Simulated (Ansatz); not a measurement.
SnSe: do energies and stresses tell the same story?

All numbers below come from DFT PBE, scalar-relativistic, plane waves, PAW (Ansatz 0.2.0).

Settings: cutoff 420 eV, Γ-centred mesh 4×6×6 on the computed 8-atom cell, Gaussian smearing of 0.02 eV; no spin polarisation.

Relaxed cell: Pnma, a = 11.797 Å, b = 4.205 Å, c = 4.568 Å, α = 90.00°, β = 90.00°, γ = 90.00°, 8 atoms in the primitive cell.

Energies at zero smearing and pressures from the stress tensor, at volumes with shape and atoms relaxed:
| V (Å³/atom) | E − E(first) (meV/atom) | P (GPa) |
| --- | --- | --- |
| 26.626 | 0.00 | 1.77 |
| 27.476 | -6.52 | 0.80 |
| 28.325 | -8.55 | 0.00 |
| 29.175 | -6.94 | -0.59 |
| 30.025 | -2.80 | -0.96 |

Task: Check P = −dE/dV between neighbouring volumes, and get the bulk modulus from the pressures alone.

Result: With 1 eV/Å³ = 160.2 GPa:
```tsv
middle V (Å³/atom)	−ΔE/ΔV (GPa)	mean P (GPa)
27.051	1.230	1.288
27.900	0.382	0.401
28.750	-0.304	-0.298
29.600	-0.779	-0.776
```

The two differ by 0.06 GPa at most. The mean of two end pressures misses the average over a step by about ΔV² P″/12, up to 0.02 GPa here; with that taken off 0.05 GPa remains, from the finite cutoff, the mesh or the relaxation's tolerance. Around V = 28.325 Å³/atom, the two neighbours give B = −V ΔP/ΔV = 28.325 × 1.40 / 1.700 = 23.3 GPa, against B0 = 21.8 GPa from the Birch–Murnaghan fit of the energies.

Energies and stresses tell the same story: both place the minimum near the relaxed volume and give a soft solid that loses stiffness steadily on expansion, with the pressure falling by less at each step. This fits the bonding in SnSe, where covalent double layers are held together by weak contacts across a gap lined by Sn lone pairs. Those contacts probably take up much of the volume change and weaken quickly as they lengthen, though without the cell axes at each volume this remains an inference.

The mean pressure exceeds the energy slope in every interval, most on the compressed side, so a uniform stress offset alone would not explain the mismatch. Nor does the gap between 23.3 and 21.8 GPa measure it directly: differencing the energy-derived pressures also gives a modulus above the fitted one, which points partly to the finite step and the form of the fit. The agreement shows internal consistency, not accuracy; PBE lacks long-range dispersion and tends to make such layered crystals too large and too soft.
